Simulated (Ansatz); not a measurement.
Crystal: MnSi.

```
Mn Si
1.0
     3.07218    0.00000    0.00000
     0.00000    3.07218    0.00000
     0.00000    0.00000    3.07218
Mn Si
1 1
Direct
  0.00000 0.00000 0.00000
  0.50000 0.50000 0.50000
```

The cell was built by a generator and needn't be a form met in nature.

| Property | Result |
| --- | --- |
| Program | Ansatz 0.2.0 |
| Task | relaxation of cell and atoms |
| Functional | PBEsol0 |
| Potentials or basis | Ansatz PAW |
| Cutoff | 420 eV (not typed: the program's choice for these potentials) |
| k mesh | 5 × 5 × 5 |
| Occupations | fermi-dirac, width 0.05 eV |
| Spin | collinear spin, ferromagnetic start |
| Starting moments | [4.0, 0.0] μB |

At the start: volume 14.50 Å³/atom.

**Question.** How do energy, volume and symmetry change on relaxing?

**Answer.** It ends after 6 steps and the volume is 13.78 Å³/atom (-5.0 %); space group Pm-3m (No. 221, to 0.05 Å); moment 3.43 μB per cell.

The path:
```tsv
step	energy change (eV)	largest force (eV/Å)	volume (Å³)
1	0.0000	0.0000	29.00
2	-0.0275	0.0000	27.65
3	-0.0277	0.0000	27.54
4	-0.0265	0.0000	27.54
5	-0.0265	0.0000	27.55
6	-0.0265	0.0000	27.55
```

Final structure:
```yaml
crystal:
  lattice:
    - [3.02031, 0.00000, 0.00000]
    - [0.00000, 3.02031, 0.00000]
    - [0.00000, 0.00000, 3.02031]
  atoms:
    - { symbol: Mn, position: [0.00000, 0.00000, 0.00000] }
    - { symbol: Si, position: [0.50000, 0.50000, 0.50000] }
```

Caveat: the k mesh is coarse (spacing up to 0.41 Å⁻¹), so the values aren't converged, least of all with exact exchange; the magnetic or orbital state may not be the lowest; the plane-wave basis is chosen anew once the cell has moved, so the energies of steps on either side of that aren't comparable; the PAW data sets come from PBE, with cores solved anew for the run's functional, which leaves a small shift of forces and pressure.
